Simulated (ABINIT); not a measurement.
A run of ABINIT 10.8.3 (patched build):

File run.abi:

```
# Datasets: one volume each
ndtset 7
getwfk -1
scalecart1 3*0.9795861087
scalecart2 3*0.9864848297
scalecart3 3*0.9932883884
scalecart4 3*1.0000000000
scalecart5 3*1.0066227096
scalecart6 3*1.0131594038
scalecart7 3*1.0196128224

# Pseudopotentials
pp_dirpath "./"
pseudos "42_Mo_14_2.0_2.6_pbe_n_v1.0.psp8"

# Structure
acell 3*1.0
rprim
    -2.9929651906     2.9929651906     2.9929651906
     2.9929651906    -2.9929651906     2.9929651906
     2.9929651906     2.9929651906    -2.9929651906
ntypat 1
znucl 42
natom 1
typat 1
xred
     0.0000000000     0.0000000000     0.0000000000

# Plane-wave basis
ecut 22.0

# k points
kptopt 1
ngkpt 12 12 12
nshiftk 1
shiftk 0.0 0.0 0.0

# Exchange and correlation
ixc 11

# Bands and occupations
nband 11
occopt 3
tsmear 0.05 eV

# SCF cycle
nstep 100
tolvrs 1.0e-10

# Output
iomode 3
prtwf 1
prtden 0
prteig 0
prtebands 0
enunit 2
```

Potentials or basis: SPMS NC PBE v1.0.

Command:

```sh
$ abinit run.abi > log 2>&1
```

Hardware: 1 thread of Arm Neoverse V1, with other jobs on the host.

**Question.** Estimate the wall time of this run.

**Answer.** Wall time 55 s on 1 thread of Arm Neoverse V1, on a shared host, peak memory 0.09 GiB. Counts: scf iterations 42, mpi ranks 1, k points 72, bands 11, plane waves 510.
